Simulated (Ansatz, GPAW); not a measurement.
Given: the input of a run of Ansatz 0.2.0 on Sn. This isn't the form of Sn at room conditions, which is tetragonal (white tin).

The input input.yaml:

```yaml
crystal:
  lattice:
    - [0.0, 3.2333428, 3.2333428]
    - [3.2333428, 0.0, 3.2333428]
    - [3.2333428, 3.2333428, 0.0]
  atoms:
    - { symbol: Sn, position: [0.75, 0.75, 0.75] }
    - { symbol: Sn, position: [0.5, 0.5, 0.5] }
kpoints:
  mp_grid: { grid: [7, 7, 7] }
scf:
  occupations: { method: gaussian, width: 0.025 }
hamiltonian:
  xc: pbe
  pseudopotentials: { kind: all_electron, lapw: { basis_error: 0.001 } }
output:
  forces: true
  stress: true
  eigenvalues: true
```

Potentials or basis: all-electron LAPW, scalar-relativistic.

Launch:

```bash
$ ansatz run input.yaml --threads 1 --pin off --max-ram 3072MiB --backend cpu --events-out ev --progress --plain --runs-dir out
```

Question: What does the same run look like in GPAW 26.7.0 (ASE script)? Potentials or basis there: GPAW PAW data sets (gpaw-data 1.2.1), cutoff 600 eV.

Answer: As run (cutoffs and basis follow the program's own potentials, and thresholds, step limits or extra output files can differ):

The input run.py:

```python
from ase.dft.bandgap import bandgap
from ase.io import read, write
from ase.units import GPa
from gpaw import GPAW, PW

atoms = read('Sn.xyz')

calc = GPAW(mode=PW(600),
            xc='PBE',
            kpts={'size': (7, 7, 7), 'gamma': True},
            occupations={'name': 'methfessel-paxton', 'order': 0, 'width': 0.025},
            nbands=24,
            convergence={'density': 1e-05, 'energy': 1e-05},
            maxiter=150,
            txt='gpaw.txt')
atoms.calc = calc
energy = atoms.get_potential_energy()
forces = atoms.get_forces()
stress = atoms.get_stress()
calc.write('gs.gpw')
write('result.traj', atoms)
print(f'Energy: {energy:.6f} eV')
print('Forces (eV/A):')
print(forces.round(4))
print('Stress (GPa):', (stress / GPa).round(3))
print('Fermi level:', round(calc.get_fermi_level(), 4), 'eV')
print(f'Gap: {bandgap(calc)[0]:.4f} eV, direct: {bandgap(calc, direct=True)[0]:.4f} eV')
```

Contents of Sn.xyz:

```xyz
2
Lattice="0.0000000000 3.2333428000 3.2333428000 3.2333428000 0.0000000000 3.2333428000 3.2333428000 3.2333428000 0.0000000000" Properties=species:S:1:pos:R:3 pbc="T T T"
Sn     4.8500142000      4.8500142000      4.8500142000
Sn     3.2333428000      3.2333428000      3.2333428000
```

Potentials or basis: GPAW PAW data sets (gpaw-data 1.2.1), pw.

Run with:

```bash
$ OMP_NUM_THREADS=1 python run.py
```

Both were run:

|  | Ansatz | GPAW |
| --- | --- | --- |
| Pressure | 3.8 GPa | 3.5 GPa |

Where Ansatz's input types no cutoff or centring, it takes its own default and a Γ-centred mesh.

Pressure is positive in compression.
